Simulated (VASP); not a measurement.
# LiF: convergence, energy along a vibration (SMASS = -2)

LiF, Pm-3m (no. 221), atoms displaced along the mode, 2 atoms in the cell. LDA, energy along a line of displacements; PAW potentials F, Li_sv (LDA set). VASP 6.6.1.

Wanted: harmonic frequency within 1 %.

Space group without the displacement: Pm-3m (no. 221); Mode: optical mode at Gamma along x.

POSCAR of the starting run:
```
LiF
1.0
    2.5595330000      0.0000000000      0.0000000000
    0.0000000000      2.5595330000      0.0000000000
    0.0000000000      0.0000000000      2.5595330000
F Li
1 1
Direct
    0.4916373198      0.5000000000      0.5000000000
    0.0228930215      0.0000000000      0.0000000000

    0.0053511390   0.0000000000   0.0000000000
   -0.0146488610   0.0000000000   0.0000000000
```

The series start from k mesh: 6 × 6 × 6; Cutoff (eV): 650; Step along the mode (Å): 0.02; Extrapolation between steps (IWAVPR): 11. Each series keeps the choices made before it, and each single choice may use up half of a tolerance.

## k mesh

| k mesh | Harmonic frequency (THz) | Time (s) |
|---|---|---|
| 3 × 3 × 3 | -5.706 | 9.4 |
| 4 × 4 × 4 | -5.554 | 13 |
| 5 × 5 × 5 | -5.545 | 20 |
| 6 × 6 × 6 | -5.524 | 32 |
| 8 × 8 × 8 | -5.515 | 75 |
| 9 × 9 × 9 (reference) | -5.522 | 97 |

Chosen: 5 × 5 × 5, the loosest value from which every tighter one stays within half of the tolerance.

## Cutoff (eV)

| Cutoff (eV) | Harmonic frequency (THz) | Time (s) |
|---|---|---|
| 350 | 3.396 | 10 |
| 430 | -5.737 | 12 |
| 500 | -5.394 | 20 |
| 580 | -5.405 | 21 |
| 650 | -5.545 | 20 |
| 750 (reference) | -5.469 | 27 |

Chosen: 750; the next looser run is off by more than half of the tolerance, so convergence isn't shown beyond this value.

## Extrapolation between steps (IWAVPR)

| Extrapolation between steps (IWAVPR) | Harmonic frequency (THz) | Time (s) |
|---|---|---|
| 11 | -5.46 | 27 |
| 12 | -5.46 | 17 |
| 0 | -5.46 | 28 |

Chosen: 12, the fastest of those that stay within half of the tolerance.

Also changed on the way, by series that aren't shown: Step along the mode (Å): 0.08.

## All choices together

| Input | Harmonic frequency (THz) | Time (s) |
|---|---|---|
| defaults on a coarse mesh (naive) | -5.697 | 4.5 |
| chosen settings | -5.46 | 17 |
| reference settings throughout | -5.448 | 98 |

The chosen settings stay within the tolerance of the reference run, but the reference itself isn't shown to be converged in: Cutoff (eV).

## The input

INCAR:
```
ALGO = Normal ; EDIFF = 1E-7
ENCUT = 750 ; GGA = CA
IBRION = 0 ; ISMEAR = 0
ISYM = 0 ; IWAVPR = 12
KPAR = 2 ; LASPH = T
LCHARG = F ; LREAL = F
LWAVE = F ; NELMIN = 4
NSW = 9 ; POTIM = 1
PREC = Accurate ; SIGMA = 0.03
SMASS = -2
```

KPOINTS:
```
Automatic mesh
0
Gamma
  5 5 5
  0 0 0
```

POSCAR:
```
LiF
1.0
    2.5595330000      0.0000000000      0.0000000000
    0.0000000000      2.5595330000      0.0000000000
    0.0000000000      0.0000000000      2.5595330000
F Li
1 1
Direct
    0.4665492793      0.5000000000      0.5000000000
    0.0915720862      0.0000000000      0.0000000000

    0.0214045559   0.0000000000   0.0000000000
   -0.0585954441   0.0000000000   0.0000000000
```

Commands:
```
cat potpaw_LDA.64/F/POTCAR potpaw_LDA.64/Li_sv/POTCAR > POTCAR
mpirun -np 2 vasp_std > vasp.out
```

The chosen input took VASP 6.6.1 17 s on 2 cores (Intel Xeon Platinum 8259CL @ 2.50GHz (Skylake/Cascade Lake)), a shared host.
